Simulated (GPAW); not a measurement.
# Sn (Fd-3m) in GPAW: further runs

The runs below take Sn through relaxation of cell and atoms, with PBEsol.

Program: GPAW 26.7.0. These are calculated values, not measurements. Logs are shortened: lines on timing, memory, paths and dates and some standing lists are left out, and cuts for length are marked. The log counts tension as positive stress, the text compression.

## Step 1: The crystal as given

It takes space group Fd-3m (No. 227, cubic). Conventional cell: a = 6.467 Å, b = 6.467 Å, c = 6.467 Å, α = 90.00°, β = 90.00°, γ = 90.00°. Sn (site symmetry -43m) has 4 Sn at 2.80 Å as nearest neighbours.

This isn't the form of Sn at room conditions, which is tetragonal (white tin).

## Step 2: Relaxation of cell and atoms, PBEsol, target pressure 2 GPa, at which the enthalpy is minimised

run.py

```python
from ase import Atoms
from ase.filters import FrechetCellFilter
from ase.io import write
from ase.optimize import BFGS
from ase.units import GPa
from gpaw import GPAW, PW, setup_paths

setup_paths.insert(0, '.')

atoms = Atoms(['Sn', 'Sn'],
              cell=[[0.0, 3.2333428, 3.2333428],
                    [3.2333428, 0.0, 3.2333428],
                    [3.2333428, 3.2333428, 0.0]],
              scaled_positions=[[0.75, 0.75, 0.75],
                                [0.5, 0.5, 0.5]],
              pbc=True)

calc = GPAW(mode=PW(600),
            xc='PBEsol',
            kpts={'size': (7, 7, 7), 'gamma': True},
            occupations={'name': 'fermi-dirac', 'width': 0.05},
            nbands=24,
            convergence={'density': 1e-05, 'forces': 0.0001},
            maxiter=150,
            txt='gpaw.txt')
atoms.calc = calc
opt = BFGS(FrechetCellFilter(atoms, scalar_pressure=2 * GPa), trajectory='relax.traj', logfile='-')
done = opt.run(fmax=0.02, steps=60)
calc.write('gs.gpw')
write('result.traj', atoms)
print('Converged:', done)
print('Cell:', atoms.cell.cellpar().round(4))
print('Volume:', round(atoms.get_volume(), 4))
print(atoms.get_scaled_positions().round(5))
```

Potentials or basis: PAW data sets generated in the run's folder for this functional, pw.

Launch:

```sh
> gpaw-setup -f PBEsol Sn
> OMP_NUM_THREADS=1 python run.py
```

gpaw.txt:

```text
__  _  _
 | _ |_)|_||  |
 |__||  | ||/\| - 26.7.0

Input parameters:
  mode=PW(ecut=600.0),
  convergence={'density': 1e-05, 'forces': 0.0001},
  kpts=MonkhorstPack(size=(7, 7, 7), gamma=True),
  maxiter=150,
  nbands=24,
  occupations=Occupations(name='fermi-dirac', width=0.05),
  xc=XC(name='PBEsol')

Diagonalizing LCAO Hamiltonian
Converting LCAO to pw mode

            Sn

       Sn

Atoms  # Å, Bohr magnetons
|   | symbol |        x |        y |        z |    initial magnetic moments |
|---|--------|----------|----------|----------|-----------------------------|
| 0 |     Sn | 4.850014 | 4.850014 | 4.850014 | ( 0.0000,  0.0000,  0.0000) |
| 1 |     Sn | 3.233343 | 3.233343 | 3.233343 | ( 0.0000,  0.0000,  0.0000) |

Unit cell  # Å
| periodic |        x |        y |        z |  lengths |    angles |
|----------|----------|----------|----------|----------|-----------|
|      yes | 0.000000 | 3.233343 | 3.233343 | 4.572637 | 60.000000 |
|      yes | 3.233343 | 0.000000 | 3.233343 | 4.572637 | 60.000000 |
|      yes | 3.233343 | 3.233343 | 0.000000 | 4.572637 | 60.000000 |

Number of symmetries: 24
Symmetry operations  # r_c * U_cc + t_c -> r_c
|    | kind |            matrix            |
|----|------|------------------------------|
|  0 |  E   |  1, 0, 0,  0, 1, 0,  0, 0, 1 |
|  1 |  σ   |  1, 0, 0,  0, 0, 1,  0, 1, 0 |
|  2 |  σ   |  1, 0,-1,  0, 1,-1,  0, 0,-1 |
|  3 |  C3  |  1, 0,-1,  0, 0,-1,  0, 1,-1 |
|  4 |  C3  |  1,-1, 0,  0,-1, 1,  0,-1, 0 |
|  5 |  σ   |  1,-1, 0,  0,-1, 0,  0,-1, 1 |
|  6 |  σ   |  0, 1, 0,  1, 0, 0,  0, 0, 1 |
|  7 |  C3  |  0, 1, 0,  0, 0, 1,  1, 0, 0 |
|  8 |  C2  |  0, 1,-1,  1, 0,-1,  0, 0,-1 |
|  9 |  S4  |  0, 1,-1,  0, 0,-1,  1, 0,-1 |
| 10 |  C3  |  0, 0, 1,  1, 0, 0,  0, 1, 0 |
| 11 |  σ   |  0, 0, 1,  0, 1, 0,  1, 0, 0 |
| 12 |  S4  |  0, 0,-1,  1, 0,-1,  0, 1,-1 |
| 13 |  C3  |  0, 0,-1,  0, 1,-1,  1, 0,-1 |
[... 179 lines left out ...]
Stress tensor  # eV/Ang^3
|         x |         y |         z |
|-----------|-----------|-----------|
| -0.007925 |  0.000000 |  0.000000 |
|  0.000000 | -0.007925 |  0.000000 |
|  0.000000 |  0.000000 | -0.007925 |

Forces  # eV/Ang
|       x |        y |        z |
|---------|----------|----------|
| 0.00000 | -0.00000 | -0.00000 |  # Sn   0
| 0.00000 | -0.00000 |  0.00000 |  # Sn   1

Interpolating wave functions to new cell

            Sn

       Sn

Atoms  # Å, Bohr magnetons
|   | symbol |        x |        y |        z |    initial magnetic moments |
|---|--------|----------|----------|----------|-----------------------------|
| 0 |     Sn | 4.844680 | 4.844680 | 4.844680 | ( 0.0000,  0.0000,  0.0000) |
| 1 |     Sn | 3.229787 | 3.229787 | 3.229787 | ( 0.0000,  0.0000,  0.0000) |

Unit cell  # Å
| periodic |        x |         y |         z |  lengths |    angles |
|----------|----------|-----------|-----------|----------|-----------|
|      yes | 0.000000 |  3.229787 |  3.229787 | 4.567608 | 60.000000 |
|      yes | 3.229787 | -0.000000 |  3.229787 | 4.567608 | 60.000000 |
|      yes | 3.229787 |  3.229787 | -0.000000 | 4.567608 | 60.000000 |

Number of symmetries: 24
Symmetry operations  # r_c * U_cc + t_c -> r_c
|    | kind |            matrix            |
|----|------|------------------------------|
|  0 |  E   |  1, 0, 0,  0, 1, 0,  0, 0, 1 |
|  1 |  σ   |  1, 0, 0,  0, 0, 1,  0, 1, 0 |
|  2 |  σ   |  1, 0,-1,  0, 1,-1,  0, 0,-1 |
|  3 |  C3  |  1, 0,-1,  0, 0,-1,  0, 1,-1 |
|  4 |  C3  |  1,-1, 0,  0,-1, 1,  0,-1, 0 |
|  5 |  σ   |  1,-1, 0,  0,-1, 0,  0,-1, 1 |
|  6 |  σ   |  0, 1, 0,  1, 0, 0,  0, 0, 1 |
|  7 |  C3  |  0, 1, 0,  0, 0, 1,  1, 0, 0 |
|  8 |  C2  |  0, 1,-1,  1, 0,-1,  0, 0,-1 |
|  9 |  S4  |  0, 1,-1,  0, 0,-1,  1, 0,-1 |
| 10 |  C3  |  0, 0, 1,  1, 0, 0,  0, 1, 0 |
| 11 |  σ   |  0, 0, 1,  0, 1, 0,  1, 0, 0 |
| 12 |  S4  |  0, 0,-1,  1, 0,-1,  0, 1,-1 |
| 13 |  C3  |  0, 0,-1,  0, 1,-1,  1, 0,-1 |
[... 177 lines left out ...]
Stress tensor  # eV/Ang^3
|         x |         y |         z |
|-----------|-----------|-----------|
| -0.008928 |  0.000000 |  0.000000 |
|  0.000000 | -0.008928 |  0.000000 |
|  0.000000 |  0.000000 | -0.008928 |

Forces  # eV/Ang
|       x |        y |       z |
|---------|----------|---------|
| 0.00000 | -0.00000 | 0.00000 |  # Sn   0
| 0.00000 |  0.00000 | 0.00000 |  # Sn   1

Interpolating wave functions to new cell

            Sn

       Sn

Atoms  # Å, Bohr magnetons
|   | symbol |        x |        y |        z |    initial magnetic moments |
|---|--------|----------|----------|----------|-----------------------------|
| 0 |     Sn | 4.826095 | 4.826095 | 4.826095 | ( 0.0000,  0.0000,  0.0000) |
| 1 |     Sn | 3.217397 | 3.217397 | 3.217397 | ( 0.0000,  0.0000,  0.0000) |

Unit cell  # Å
| periodic |         x |         y |         z |  lengths |    angles |
|----------|-----------|-----------|-----------|----------|-----------|
|      yes | -0.000000 |  3.217397 |  3.217397 | 4.550086 | 60.000000 |
|      yes |  3.217397 | -0.000000 |  3.217397 | 4.550086 | 60.000000 |
|      yes |  3.217397 |  3.217397 | -0.000000 | 4.550086 | 60.000000 |

Number of symmetries: 24
Symmetry operations  # r_c * U_cc + t_c -> r_c
|    | kind |            matrix            |
|----|------|------------------------------|
|  0 |  E   |  1, 0, 0,  0, 1, 0,  0, 0, 1 |
|  1 |  σ   |  1, 0, 0,  0, 0, 1,  0, 1, 0 |
|  2 |  σ   |  1, 0,-1,  0, 1,-1,  0, 0,-1 |
|  3 |  C3  |  1, 0,-1,  0, 0,-1,  0, 1,-1 |
|  4 |  C3  |  1,-1, 0,  0,-1, 1,  0,-1, 0 |
|  5 |  σ   |  1,-1, 0,  0,-1, 0,  0,-1, 1 |
|  6 |  σ   |  0, 1, 0,  1, 0, 0,  0, 0, 1 |
|  7 |  C3  |  0, 1, 0,  0, 0, 1,  1, 0, 0 |
|  8 |  C2  |  0, 1,-1,  1, 0,-1,  0, 0,-1 |
|  9 |  S4  |  0, 1,-1,  0, 0,-1,  1, 0,-1 |
| 10 |  C3  |  0, 0, 1,  1, 0, 0,  0, 1, 0 |
| 11 |  σ   |  0, 0, 1,  0, 1, 0,  1, 0, 0 |
| 12 |  S4  |  0, 0,-1,  1, 0,-1,  0, 1,-1 |
| 13 |  C3  |  0, 0,-1,  0, 1,-1,  1, 0,-1 |
[... 178 lines left out ...]
Stress tensor  # eV/Ang^3
|         x |         y |         z |
|-----------|-----------|-----------|
| -0.012553 |  0.000000 |  0.000000 |
|  0.000000 | -0.012553 |  0.000000 |
|  0.000000 |  0.000000 | -0.012553 |

Forces  # eV/Ang
|       x |        y |        z |
|---------|----------|----------|
| 0.00000 |  0.00000 | -0.00000 |  # Sn   0
| 0.00000 | -0.00000 | -0.00000 |  # Sn   1

# Writing to gs.gpw (mode='')
```

stdout:

```text
Step          Energy          fmax
BFGS:    0       -8.026340        0.154068
BFGS:    1       -8.027221        0.119774
BFGS:    2       -8.028492        0.002333
Converged: True
Cell: [ 4.5501  4.5501  4.5501 60.     60.     60.    ]
Volume: 66.6107
[[0.75 0.75 0.75]
 [0.5  0.5  0.5 ]]
```

It took 66 s on 1 thread of Arm Neoverse V1, shared host; peak memory 0.2 GiB.

What came out:

| Property | Result |
| --- | --- |
| Free energy | -8.8600 eV |
| Relaxed volume | 33.31 Å³/atom |
| Relaxed cell | a = 4.550 Å, b = 4.550 Å, c = 4.550 Å, α = 60.00°, β = 60.00°, γ = 60.00° |
| Space group after relaxing (to 0.05 Å) | Fd-3m (No. 227) |
| Energy change on relaxing (the enthalpy is what falls) | +5.1 meV/atom |
| Ionic steps | 3 |
| Pressure after relaxing | 2.0 GPa |
| Band gap on the k mesh | none (metal or under the smearing width) |

The path:
```csv
step,energy change (eV),largest force (eV/Å),pressure (GPa),volume (Å³)
1,0.0000,0.0000,1.27,67.61
2,0.0019,0.0000,1.43,67.38
3,0.0102,0.0000,2.01,66.61
```

Final structure:
```yaml
crystal:
  lattice:
    - [0.00000, 3.21740, 3.21740]
    - [3.21740, 0.00000, 3.21740]
    - [3.21740, 3.21740, 0.00000]
  atoms:
    - { symbol: Sn, position: [0.75000, 0.75000, 0.75000] }
    - { symbol: Sn, position: [0.50000, 0.50000, 0.50000] }
```

Levels at points of the mesh, in eV from the Fermi level:
```csv
k point,band 11,band 12,band 13,band 14,band 15,band 16,band 17,band 18
"(0.00, 0.00, 0.00)",-10.75,-0.46,0.11,0.11,0.11,2.18,2.18,2.18
```

Caveat: later steps reuse the first step's grids.

## Step 3: Relaxation of cell and atoms, PBEsol, target pressure 5 GPa, at which the enthalpy is minimised

run.py: that of step 2 with these lines changed.

```diff
@@ -26,3 +26,3 @@
 atoms.calc = calc
-opt = BFGS(FrechetCellFilter(atoms, scalar_pressure=2 * GPa), trajectory='relax.traj', logfile='-')
+opt = BFGS(FrechetCellFilter(atoms, scalar_pressure=5 * GPa), trajectory='relax.traj', logfile='-')
 done = opt.run(fmax=0.02, steps=60)
```

Potentials or basis: PAW data sets generated in the run's folder for this functional, pw.

Launch:

```sh
> gpaw-setup -f PBEsol Sn
> OMP_NUM_THREADS=1 python run.py
```

Run time: 88 s. Hardware: 1 thread of Arm Neoverse V1, shared host; peak memory 0.22 GiB.

It converged, with:

```
Free energy                                            : -8.7885 eV
Relaxed volume                                         : 31.64 Å³/atom
Relaxed cell                                           : a = 4.473 Å, b = 4.473 Å, c = 4.473 Å, α = 60.00°, β = 60.00°, γ = 60.00°
Space group after relaxing (to 0.05 Å)                 : Fd-3m (No. 227)
Energy change on relaxing (the enthalpy is what falls) : +40.8 meV/atom
Ionic steps                                            : 4
Pressure after relaxing                                : 5.0 GPa
Band gap on the k mesh                                 : none (metal or under the smearing width)
```

The path:
| step | energy change (eV) | largest force (eV/Å) | pressure (GPa) | volume (Å³) |
| --- | --- | --- | --- | --- |
| 1 | 0.0000 | 0.0000 | 1.27 | 67.61 |
| 2 | 0.0120 | 0.0000 | 2.12 | 66.48 |
| 3 | 0.0904 | 0.0000 | 5.27 | 63.02 |
| 4 | 0.0816 | 0.0000 | 4.99 | 63.29 |

Final structure:
```yaml
crystal:
  lattice:
    - [0.00000, 3.16301, 3.16301]
    - [3.16301, 0.00000, 3.16301]
    - [3.16301, 3.16301, 0.00000]
  atoms:
    - { symbol: Sn, position: [0.75000, 0.75000, 0.75000] }
    - { symbol: Sn, position: [0.50000, 0.50000, 0.50000] }
```

Levels at points of the mesh, in eV from the Fermi level:
| k point | band 11 | band 12 | band 13 | band 14 | band 15 | band 16 | band 17 | band 18 |
| --- | --- | --- | --- | --- | --- | --- | --- | --- |
| (0.00, 0.00, 0.00) | -11.20 | -0.18 | 0.03 | 0.03 | 0.03 | 2.10 | 2.10 | 2.10 |

Caveat: later steps reuse the first step's grids.

## Step 4: Relaxation of cell and atoms, PBEsol, target pressure 10 GPa, at which the enthalpy is minimised

run.py: that of step 3 with these lines changed.

```diff
@@ -26,3 +26,3 @@
 atoms.calc = calc
-opt = BFGS(FrechetCellFilter(atoms, scalar_pressure=5 * GPa), trajectory='relax.traj', logfile='-')
+opt = BFGS(FrechetCellFilter(atoms, scalar_pressure=10 * GPa), trajectory='relax.traj', logfile='-')
 done = opt.run(fmax=0.02, steps=60)
```

Launch:

```sh
> gpaw-setup -f PBEsol Sn
> OMP_NUM_THREADS=1 python run.py
```

It took 91 s on 1 thread of Arm Neoverse V1, shared host; peak memory 0.23 GiB.

It converged, with:

```
Free energy                                            : -8.5984 eV
Relaxed volume                                         : 29.57 Å³/atom
Relaxed cell                                           : a = 4.373 Å, b = 4.373 Å, c = 4.373 Å, α = 60.00°, β = 60.00°, γ = 60.00°
Space group after relaxing (to 0.05 Å)                 : Fd-3m (No. 227)
Energy change on relaxing (the enthalpy is what falls) : +135.7 meV/atom
Ionic steps                                            : 5
Pressure after relaxing                                : 10.0 GPa
Band gap on the k mesh                                 : 0.22 eV, indirect (least direct gap 0.28 eV)
```

The path:
```
step  energy change (eV)  largest force (eV/Å)  pressure (GPa)  volume (Å³)
   1              0.0000                0.0000            1.27        67.61
   2              0.0374                0.0000            3.36        64.99
   3              0.3224                0.0000           11.17        58.38
   4              0.2660                0.0000            9.87        59.24
   5              0.2715                0.0000           10.00        59.15
```

Final structure:
```
Sn
1.0
     0.00000    3.09247    3.09247
     3.09247    0.00000    3.09247
     3.09247    3.09247    0.00000
Sn
2
Direct
  0.75000 0.75000 0.75000
  0.50000 0.50000 0.50000
```

Levels at points of the mesh, in eV from the valence-band top:
```
           k point  band 11  band 12  band 13  band 14  band 15  band 16  band 17  band 18
(0.00, 0.00, 0.00)   -11.76     0.00     0.00     0.00     0.28     2.06     2.06     2.06
```

Caveat: later steps reuse the first step's grids; spin-orbit coupling is left out, which moves the levels of the heavy elements; an odd mesh through Γ misses points on the zone boundary, where band edges often lie.

## Step 5: Summary

| cell | target pressure | gap on the mesh (eV) | pressure (GPa) |
| --- | --- | --- | --- |
| relaxed to 2 GPa | 2 GPa | none | 2.0 |
| relaxed to 5 GPa | 5 GPa | none | 5.0 |
| relaxed to 10 GPa | 10 GPa | 0.22 | 10.0 |

Alike in all rows: task relaxation of cell and atoms; level PBEsol; potentials or basis PAW data sets generated in the run's folder for this functional, pw; no spin polarisation; k mesh 7 × 7 × 7; cutoff (eV) 600; smearing fermi-dirac 0.05 eV.

Caveats: later steps reuse the first step's grids; spin-orbit coupling is left out, which moves the levels of the heavy elements (some runs); an odd mesh through Γ misses points on the zone boundary, where band edges often lie (some runs).

Total energies depend on the potentials used, so only differences within one code and one set of settings carry meaning.
